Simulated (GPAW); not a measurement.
# Hf in GPAW: convergence with smearing width (eV)

Input of the first run (smearing width (eV) 0.5); the others differ in this setting and in those tied to it:

File run.py:

```python
from ase.dft.bandgap import bandgap
from ase.io import read, write
from ase.units import GPa
from gpaw import GPAW, PW

atoms = read('Hf.xyz')

calc = GPAW(mode=PW(600),
            xc='PBE',
            kpts={'size': (10, 10, 10), 'gamma': True},
            occupations={'name': 'marzari-vanderbilt', 'width': 0.5},
            nbands=14,
            convergence={'density': 1e-05, 'energy': 1e-05},
            maxiter=100,
            txt='gpaw.txt')
atoms.calc = calc
energy = atoms.get_potential_energy()
forces = atoms.get_forces()
stress = atoms.get_stress()
calc.write('gs.gpw')
write('result.traj', atoms)
print(f'Energy: {energy:.6f} eV')
print('Forces (eV/A):')
print(forces.round(4))
print('Stress (GPa):', (stress / GPa).round(3))
print('Fermi level:', round(calc.get_fermi_level(), 4), 'eV')
print(f'Gap: {bandgap(calc)[0]:.4f} eV, direct: {bandgap(calc, direct=True)[0]:.4f} eV')
```

The input Hf.xyz:

```xyz
1
Lattice="-1.8050000000 1.8050000000 1.8050000000 1.8050000000 -1.8050000000 1.8050000000 1.8050000000 1.8050000000 -1.8050000000" Properties=species:S:1:pos:R:3 pbc="T T T"
Hf     0.0000000000      0.0000000000      0.0000000000
```

Potentials or basis: GPAW PAW data sets (gpaw-data 1.2.1), pw.

Run with:

```console
$ OMP_NUM_THREADS=1 python run.py
```

This isn't the form of Hf at room conditions, which is hcp.

Hardware: 1 thread of Intel(R) Xeon(R) Platinum 8559C (Emerald Rapids), on a shared host.

| smearing width (eV) | energy less the tightest run, at zero smearing (meV/atom) | pressure (GPa) | SCF cycles | CPU time (s) | peak memory (GiB) |
| --- | --- | --- | --- | --- | --- |
| 0.5 | -0.54 | -4.36 | 8 | 7.4 | 0.14 |
| 0.3 | 4.40 | -4.65 | 8 | 7.3 | 0.14 |
| 0.2 | 2.15 | -4.69 | 8 | 7.4 | 0.13 |
| 0.15 | 0.89 | -4.74 | 8 | 7.4 | 0.14 |
| 0.1 | -0.01 | -4.89 | 8 | 7.2 | 0.14 |
| 0.05 | -0.41 | -4.77 | 8 | 7.5 | 0.14 |
| 0.025 | -0.20 | -4.77 | 8 | 7.5 | 0.14 |
| 0.01 | 0.00 | -4.78 | 8 | 7.7 | 0.14 |

Against the tightest run, the energy stays within 1 meV/atom from 0.15 on; the pressure stays within 0.1 GPa from 0.05 on. Narrower smearing needs a denser k mesh, so at a fixed mesh the narrowest width isn't the most accurate. The tightest run that finished is the yardstick and may itself not be fully converged.

Caveat, for the tightest run too: this smearing can pin the Fermi level at a band edge. The run has no spin-orbit coupling, so splittings on Hf are missing.
